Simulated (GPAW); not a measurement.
# Cu2O (Pn-3m) in GPAW: further runs

The runs below take Cu2O through band structure, with r2SCAN, LDA.

Everything below comes from runs of GPAW 26.7.0. Logs are shortened: lines on timing, memory, paths and dates and some standing lists are left out, and cuts for length are marked. The log counts tension as positive stress, the text compression.

**Measured values to compare with.**

From “Importance of surface oxygen vacancies for ultrafast hot carrier relaxation and transport in Cu2O”, 2021, arxiv:2103.03167, for a bulk crystal of Cu2O: band gap 2.17 eV (direct).

The results are compared with them further down.

**1. The structure**

Symmetry: Pn-3m, No. 224, cubic system. The conventional cell has a = 4.260 Å, b = 4.260 Å, c = 4.260 Å, α = 90.00°, β = 90.00°, γ = 90.00°. Around Cu (site symmetry -3m) lie 2 O at 1.84 Å. O (site symmetry -43m) has 4 Cu at 1.84 Å as nearest neighbours.

**2. Band structure, r2SCAN**

run.py reads:

```python
from ase import Atoms
from ase.dft.bandgap import bandgap
from ase.io import write
from ase.units import GPa
from gpaw import GPAW, PW

atoms = Atoms(['Cu', 'Cu', 'Cu', 'Cu', 'O', 'O'],
              cell=[[4.26, 0.0, 0.0],
                    [0.0, 4.26, 0.0],
                    [0.0, 0.0, 4.26]],
              scaled_positions=[[0.25, 0.25, 0.25],
                                [0.25, 0.75, 0.75],
                                [0.75, 0.75, 0.25],
                                [0.75, 0.25, 0.75],
                                [0.0, 0.0, 0.0],
                                [0.5, 0.5, 0.5]],
              pbc=True)

calc = GPAW(mode=PW(600),
            xc='MGGA_X_R2SCAN+MGGA_C_R2SCAN',
            kpts={'size': (6, 6, 6), 'gamma': True},
            occupations={'name': 'fermi-dirac', 'width': 0.05},
            nbands=51,
            convergence={'density': 1e-05, 'energy': 1e-05},
            maxiter=150,
            txt='gpaw.txt')
atoms.calc = calc
energy = atoms.get_potential_energy()
forces = atoms.get_forces()
stress = atoms.get_stress()
calc.write('gs.gpw')
write('result.traj', atoms)
print(f'Energy: {energy:.6f} eV')
print('Forces (eV/A):')
print(forces.round(4))
print('Stress (GPa):', (stress / GPa).round(3))
print('Fermi level:', round(calc.get_fermi_level(), 4), 'eV')
print(f'Gap: {bandgap(calc)[0]:.4f} eV, direct: {bandgap(calc, direct=True)[0]:.4f} eV')

path = atoms.cell.bandpath('GXMGRX,MR', npoints=100, eps=1e-4)
bs_calc = calc.fixed_density(kpts=path, symmetry='off', nbands=72,
                             convergence={'bands': 'CBM+6.0', 'eigenstates': 1e-6}, txt='bands.txt')
bs = bs_calc.band_structure()
bs.write('bs.json')
print(f'Gap on the path: {bandgap(bs_calc)[0]:.4f} eV')
```

Potentials or basis: GPAW PAW data sets (gpaw-data 1.2.1), pw.

Command:

```sh
$ OMP_NUM_THREADS=1 python run.py
```

gpaw.txt:

```text
__  _  _
 | _ |_)|_||  |
 |__||  | ||/\| - 26.7.0

Input parameters:
  mode=PW(ecut=600.0),
  convergence={'density': 1e-05, 'energy': 1e-05},
  kpts=MonkhorstPack(size=(6, 6, 6), gamma=True),
  maxiter=150,
  nbands=51,
  occupations=Occupations(name='fermi-dirac', width=0.05),
  xc=XC(name='MGGA_X_R2SCAN+MGGA_C_R2SCAN')

Diagonalizing LCAO Hamiltonian
Converting LCAO to pw mode
    .---------.
   /|         |
  / | Cu      |
 *  |         |
 |  |  O CuCu |
 |  .---------.
 | /Cu       /
 |/         /
 O---------*

Atoms  # Å, Bohr magnetons
|   | symbol |        x |        y |        z |    initial magnetic moments |
|---|--------|----------|----------|----------|-----------------------------|
| 0 |     Cu | 1.065000 | 1.065000 | 1.065000 | ( 0.0000,  0.0000,  0.0000) |
| 1 |     Cu | 1.065000 | 3.195000 | 3.195000 | ( 0.0000,  0.0000,  0.0000) |
| 2 |     Cu | 3.195000 | 3.195000 | 1.065000 | ( 0.0000,  0.0000,  0.0000) |
| 3 |     Cu | 3.195000 | 1.065000 | 3.195000 | ( 0.0000,  0.0000,  0.0000) |
| 4 |      O | 0.000000 | 0.000000 | 0.000000 | ( 0.0000,  0.0000,  0.0000) |
| 5 |      O | 2.130000 | 2.130000 | 2.130000 | ( 0.0000,  0.0000,  0.0000) |

Unit cell  # Å
| periodic |        x |        y |        z |  lengths |    angles |
|----------|----------|----------|----------|----------|-----------|
|      yes | 4.260000 | 0.000000 | 0.000000 | 4.260000 | 90.000000 |
|      yes | 0.000000 | 4.260000 | 0.000000 | 4.260000 | 90.000000 |
|      yes | 0.000000 | 0.000000 | 4.260000 | 4.260000 | 90.000000 |

Number of symmetries: 24
Symmetry operations  # r_c * U_cc + t_c -> r_c
|    | kind |            matrix            |
|----|------|------------------------------|
|  0 |  E   |  1, 0, 0,  0, 1, 0,  0, 0, 1 |
|  1 |  σ   |  1, 0, 0,  0, 0, 1,  0, 1, 0 |
|  2 |  σ   |  1, 0, 0,  0, 0,-1,  0,-1, 0 |
|  3 |  C2  |  1, 0, 0,  0,-1, 0,  0, 0,-1 |
|  4 |  σ   |  0, 1, 0,  1, 0, 0,  0, 0, 1 |
|  5 |  C3  |  0, 1, 0,  0, 0, 1,  1, 0, 0 |
|  6 |  C3  |  0, 1, 0,  0, 0,-1, -1, 0, 0 |
|  7 |  S4  |  0, 1, 0, -1, 0, 0,  0, 0,-1 |
|  8 |  C3  |  0, 0, 1,  1, 0, 0,  0, 1, 0 |
|  9 |  σ   |  0, 0, 1,  0, 1, 0,  1, 0, 0 |
| 10 |  S4  |  0, 0, 1,  0,-1, 0, -1, 0, 0 |
| 11 |  C3  |  0, 0, 1, -1, 0, 0,  0,-1, 0 |
| 12 |  C3  |  0, 0,-1,  1, 0, 0,  0,-1, 0 |
| 13 |  σ   |  0, 0,-1,  0, 1, 0, -1, 0, 0 |
| 14 |  S4  |  0, 0,-1,  0,-1, 0,  1, 0, 0 |
| 15 |  C3  |  0, 0,-1, -1, 0, 0,  0, 1, 0 |
| 16 |  S4  |  0,-1, 0,  1, 0, 0,  0, 0,-1 |
| 17 |  C3  |  0,-1, 0,  0, 0, 1, -1, 0, 0 |
| 18 |  C3  |  0,-1, 0,  0, 0,-1,  1, 0, 0 |
| 19 |  σ   |  0,-1, 0, -1, 0, 0,  0, 0, 1 |
| 20 |  C2  | -1, 0, 0,  0, 1, 0,  0, 0,-1 |
| 21 |  S4  | -1, 0, 0,  0, 0, 1,  0,-1, 0 |
| 22 |  S4  | -1, 0, 0,  0, 0,-1,  0, 1, 0 |
| 23 |  C2  | -1, 0, 0,  0,-1, 0,  0, 0, 1 |

BZ-sampling:
  Number of BZ points: 216
  Number of IBZ points: 20

  Monkhorst-Pack size: [6, 6, 6]
  Monkhorst-Pack shift: [0.08333333333333333, 0.08333333333333333, 0.08333333333333333]

K-points  # in reciprocal-cell coordinates
|     |                                coordinates |     weight |
|-----|--------------------------------------------|------------|
|   0 | (  0.00000000,   0.00000000,   0.00000000) | 0.00462963 |
|   1 | (  0.16666667,   0.00000000,   0.00000000) | 0.02777778 |
|   2 | (  0.16666667,   0.16666667,   0.00000000) | 0.05555556 |
|   3 | (  0.16666667,   0.16666667,   0.16666667) | 0.03703704 |
|   4 | (  0.33333333,   0.00000000,   0.00000000) | 0.02777778 |
|   5 | (  0.33333333,   0.16666667,   0.00000000) | 0.11111111 |
|   6 | (  0.33333333,   0.16666667,   0.16666667) | 0.11111111 |
|   7 | (  0.33333333,   0.33333333,   0.00000000) | 0.05555556 |
|   8 | (  0.33333333,   0.33333333,   0.16666667) | 0.11111111 |
|   9 | (  0.33333333,   0.33333333,   0.33333333) | 0.03703704 |
| ... |                                            |            |
|  19 | (  0.50000000,   0.50000000,   0.50000000) | 0.00462963 |

Plane wave coefficients: 2601
Cutoff: 600.0 eV

Spin-components: 1 (collinear spins)
Bands:           51
Projectors:      34
Spin-degeneracy: 2
Datatype:        complex128

Parallelization:
  kpt:    1
  domain: 1
  band:   1

Density:
  Valence electrons: 56.0
  Components: 1
  Grid points: [25 25 25]
  Charge: 0.0  # |e|

Potential:
  Grid points: [25 25 25]

species:
  Cu:
    name:    Copper
    Z:       29.0
    valence: 11
    core:    18
    charge:  0.0  # [|e|]
    compensation charges:
      type: gauss
      rc: 0.33  # [Å]
      lmax: 2
    cutoffs:
      filter: 2.06  # [Å]
      core: 2.43  # [Å]
    projectors
    | kind |    occ | energy [eV] | rcut [Å] |
    |------|--------|-------------|----------|
    |   4s |  1.000 |      -4.609 |    1.164 |
    |   4p |  0.000 |      -0.698 |    1.164 |
    |   3d | 10.000 |      -5.039 |    1.058 |
    |    s |        |      22.603 |    1.164 |
    |    p |        |      26.513 |    1.164 |
    |    d |        |      22.172 |    1.058 |

    Using partial waves for Cu as LCAO basis

  O:
    name:    Oxygen
    Z:       8.0
    valence: 6
    core:    2
    charge:  0.0  # [|e|]
    compensation charges:
      type: gauss
      rc: 0.21  # [Å]
      lmax: 2
    cutoffs:
      filter: 1.17  # [Å]
      core: 0.83  # [Å]
    projectors
    | kind |    occ | energy [eV] | rcut [Å] |
    |------|--------|-------------|----------|
    |   2s |  2.000 |     -23.961 |    0.688 |
    |   2p |  4.000 |      -9.029 |    0.598 |
    |    s |        |       3.251 |    0.688 |
    |    p |        |      18.182 |    0.598 |
    |    d |        |       0.000 |    0.619 |

    Using partial waves for O as LCAO basis

Reference energy: -184167.511967  # eV

eigensolver:
  PPCG
  Converge bands: occupied
  niter=2

density mixing:
  MSR1-Mixer
  Pratt-step length: 0.05
  Maximum mixing coefficient: 0.75
  Old densities: 10
  SVD Regularization: 0.005
  Good broyden scale: 1.0
  Trust region scale: 1.0
  Backstep threshold: 4.0
  History deletion threshold: 6.0
  Fourier metric: weight=20.0, sigma=0.015

occupation numbers:
  Fermi-Dirac:
    width: 0.0500  # eV

poisson solver:
  ecut: 4800.0  # eV

xc functional:
  name: MGGA_X_R2SCAN+MGGA_C_R2SCAN with 2 nearest neighbor stencil

convergence criteria:
[... 6 lines left out ...]
|iter     | |      energy | eigst |  dens |
|---------|-|-------------|-------|-------|
|iter:   1| |  -65.515964 | +0.26 |       |
|iter:   2| |  -56.443449 | -0.88 | -0.98 |
|iter:   3| |  -54.355101 | -1.73 | -1.18 |
|iter:   4| |  -54.005029 | -2.05 | -1.43 |
|iter:   5| |  -54.038082 | -3.34 | -1.69 |
|iter:   6| |  -54.062965 | -2.95 | -1.77 |
|iter:   7| |  -54.071877 | -3.33 | -2.19 |
|iter:   8| |  -54.072144 | -4.84 | -3.03 |
|iter:   9| |  -54.072227c| -5.36 | -3.30 |
|iter:  10| |  -54.072224c| -6.91 | -3.86 |
|iter:  11| |  -54.072223c| -7.31 | -4.20 |
|iter:  12| |  -54.072223c| -7.93c| -4.35 |
|iter:  13| |  -54.072222c| -8.77c| -5.17c|

Converged in 13 steps
Energy contributions relative to reference atoms: (reference = -184167.511967)

Energy contributions:
  Kinetic:          31.049379
  Coulomb:         -35.585309
  Zero:              0.347663
  External:          0.000000
  Xc:              -49.883951
  Entropy:          -0.000010
  Spinorbit:         0.000000
  ----------------------------
  Free energy:     -54.072228
  Extrapolated:    -54.072222

dipole moment: (-11.960936, -11.960936, -11.960936)  # |e|*Ang

Fermi level: 5.617
Eigenvalues  # (at kpt = [0.000, 0.000, 0.000])
| band index |      eig [eV] | occ [0-2] |
|------------|---------------|-----------|
|          0 |       -16.116 |     2.000 |
|        ... |               |           |
|         20 |         3.297 |     2.000 |
|         21 |         3.297 |     2.000 |
|         22 |         3.515 |     2.000 |
|         23 |         3.515 |     2.000 |
|         24 |         3.515 |     2.000 |
|         25 |         5.181 |     2.000 |
[... 8 lines left out ...]
|         34 |        14.915 |     0.000 |
|         35 |        14.915 |     0.000 |
|        ... |               |           |
|         50 |        29.383 |     0.000 |

Gap: 0.774 eV
Transition (v -> c):
  (s=0, k=0, n=27, [0.00, 0.00, 0.00]) -> (s=0, k=0, n=28, [0.00, 0.00, 0.00])
No difference between direct/indirect transitions

Forces  # eV/Ang
|        x |        y |        z |
|----------|----------|----------|
|  0.00007 |  0.00007 |  0.00007 |  # Cu   0
|  0.00007 | -0.00007 | -0.00007 |  # Cu   1
| -0.00007 | -0.00007 |  0.00007 |  # Cu   2
| -0.00007 |  0.00007 | -0.00007 |  # Cu   3
| -0.00000 | -0.00000 | -0.00000 |  # O    4
| -0.00000 | -0.00000 | -0.00000 |  # O    5

Stress tensor  # eV/Ang^3
|        x |         y |         z |
|----------|-----------|-----------|
| 0.007552 |  0.000000 |  0.000000 |
| 0.000000 |  0.007552 | -0.000000 |
| 0.000000 | -0.000000 |  0.007552 |

# Writing to gs.gpw (mode='')
```

Run time: 16 min. Hardware: 1 thread of AMD EPYC, shared host; peak memory 0.69 GiB.

Results:

| Property | Result |
| --- | --- |
| Free energy | -54.0722 eV |
| Pressure | -1.2 GPa |
| Band gap on the k mesh | 0.77 eV, direct |
| Band gap along the path | 0.77 eV, direct |

Levels at the corners of the path, in eV from the valence-band top:
| point | band 25 | band 26 | band 27 | band 28 | band 29 | band 30 | band 31 | band 32 |
| --- | --- | --- | --- | --- | --- | --- | --- | --- |
| Γ | -1.67 | 0.00 | 0.00 | 0.00 | 0.77 | 1.47 | 1.47 | 8.45 |
| X | -1.30 | -1.30 | -0.37 | -0.37 | 2.52 | 2.52 | 4.51 | 4.52 |
| M | -1.32 | -1.32 | -0.66 | -0.66 | 2.19 | 2.19 | 4.16 | 4.16 |
| Γ | -1.67 | 0.00 | 0.00 | 0.00 | 0.77 | 1.47 | 1.47 | 8.45 |
| R | -0.92 | -0.60 | -0.60 | -0.60 | 2.72 | 2.72 | 2.72 | 5.26 |
| X | -1.30 | -1.30 | -0.37 | -0.37 | 2.52 | 2.52 | 4.51 | 4.52 |
| M | -1.32 | -1.32 | -0.66 | -0.66 | 2.19 | 2.19 | 4.16 | 4.16 |
| R | -0.92 | -0.60 | -0.60 | -0.60 | 2.72 | 2.72 | 2.72 | 5.26 |

Caveat: with this Cu data set, volumes or pressures lay over 1.5 % or 2 GPa off other programs in two to four cells of ten; the cutoff is short for stress and forces, so pressures can be off by a GPa or more; the PAW data sets were made with another functional, which shifts forces and pressure a little.

**3. Band structure, LDA**

run.py: that of step 2 with these lines changed.

```diff
@@ -19,3 +19,3 @@
 calc = GPAW(mode=PW(600),
-            xc='MGGA_X_R2SCAN+MGGA_C_R2SCAN',
+            xc='LDA',
             kpts={'size': (6, 6, 6), 'gamma': True},
@@ -39,3 +39,3 @@
 
-path = atoms.cell.bandpath('GXMGRX,MR', npoints=100, eps=1e-4)
+path = atoms.cell.bandpath('GXMGRX,MR', npoints=80, eps=1e-4)
 bs_calc = calc.fixed_density(kpts=path, symmetry='off', nbands=72,
```

Potentials or basis: the program's PAW data sets (release 1.2.1) made for this functional, pw.

Command:

```sh
$ OMP_NUM_THREADS=1 python run.py
```

It took 3.4 min on 1 thread of Intel Xeon Platinum 8375C at 2.90GHz (Ice Lake), shared host; peak memory 0.54 GiB.

It converged, with:

* Free energy: -32.4747 eV
* Pressure: -8.9 GPa
* Band gap on the k mesh: 0.54 eV, direct
* Band gap along the path: 0.54 eV, direct

Levels at the corners of the path, in eV from the valence-band top:
| point | band 25 | band 26 | band 27 | band 28 | band 29 | band 30 | band 31 | band 32 |
| --- | --- | --- | --- | --- | --- | --- | --- | --- |
| Γ | -1.57 | 0.00 | 0.00 | 0.00 | 0.54 | 1.22 | 1.22 | 7.88 |
| X | -1.19 | -1.19 | -0.41 | -0.41 | 2.27 | 2.27 | 4.23 | 4.23 |
| M | -1.20 | -1.20 | -0.66 | -0.66 | 1.91 | 1.91 | 3.86 | 3.86 |
| Γ | -1.57 | 0.00 | 0.00 | 0.00 | 0.54 | 1.22 | 1.22 | 7.88 |
| R | -1.02 | -0.57 | -0.57 | -0.57 | 2.46 | 2.46 | 2.46 | 4.86 |
| X | -1.19 | -1.19 | -0.41 | -0.41 | 2.27 | 2.27 | 4.23 | 4.23 |
| M | -1.20 | -1.20 | -0.66 | -0.66 | 1.91 | 1.91 | 3.86 | 3.86 |
| R | -1.02 | -0.57 | -0.57 | -0.57 | 2.46 | 2.46 | 2.46 | 4.86 |

Caveat: with this Cu data set, volumes or pressures lay over 1.5 % or 2 GPa off other programs in two to four cells of ten; the cutoff is short for stress and forces, so pressures can be off by a GPa or more.

**4. How close it comes**

Step 2. A measured gap of Cu2O is 2.17 eV (direct; quoted in “Importance of surface oxygen vacancies for ultrafast hot carrier relaxation and transport in Cu2O”, 2021, arxiv:2103.03167); the calculated 0.77 eV misses it by -1.40 eV. So large a miss can be the level of theory's own, or it may mean another phase, state or a wrong row. The value is that of r2SCAN, without temperature or zero-point motion.

Step 3. Measured gap of Cu2O: 2.17 eV (direct; quoted in “Importance of surface oxygen vacancies for ultrafast hot carrier relaxation and transport in Cu2O”, 2021, arxiv:2103.03167). This calculation gives 0.54 eV (-1.63 eV). So large a miss can be the level of theory's own, or it may mean another phase, state or a wrong row. The value is that of LDA, without temperature or zero-point motion. Semilocal functionals fall short of measured gaps as a rule.
